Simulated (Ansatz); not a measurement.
# Is this BeS structure stable?

The cell was reached from a generator's guess, though it ends in a space group that the Crystallography Open Database lists for this formula.

All numbers below come from DFT PBE, scalar-relativistic, plane waves, PAW (Ansatz 0.2.0). Settings of the last relaxation (2-atom cell): 420 eV, 8×8×8 k points, Gaussian smearing of 0.02 eV, no spin polarisation.

```yaml
crystal:
  lattice:
    - [0.00000, 2.43807, 2.43807]
    - [2.43807, 0.00000, 2.43807]
    - [2.43807, 2.43807, 0.00000]
  atoms:
    - { symbol: Be, position: [0.00000, 0.00000, 0.00000] }
    - { symbol: S, position: [0.25000, 0.25000, 0.25000] }
```

Energies over the elements count from the elements' standard structures at the same level, with no fitted energy shifts.

Question: These tests were run: energy against the elements; phonons on a 4×4×4 q mesh. What do they show?

Answer:

```json
{"test": "energy against the elements", "result": "−1.070 eV/atom"}
{"test": "phonons on a 4×4×4 q mesh", "result": "no imaginary mode on the mesh"}
```

It fails none of these tests. Other phases of the system weren't compared here, so this isn't yet thermodynamic stability.

The reference form of S is held partly by dispersion forces, which this level lacks. The run for the phonons used an 8×8×8 k mesh.
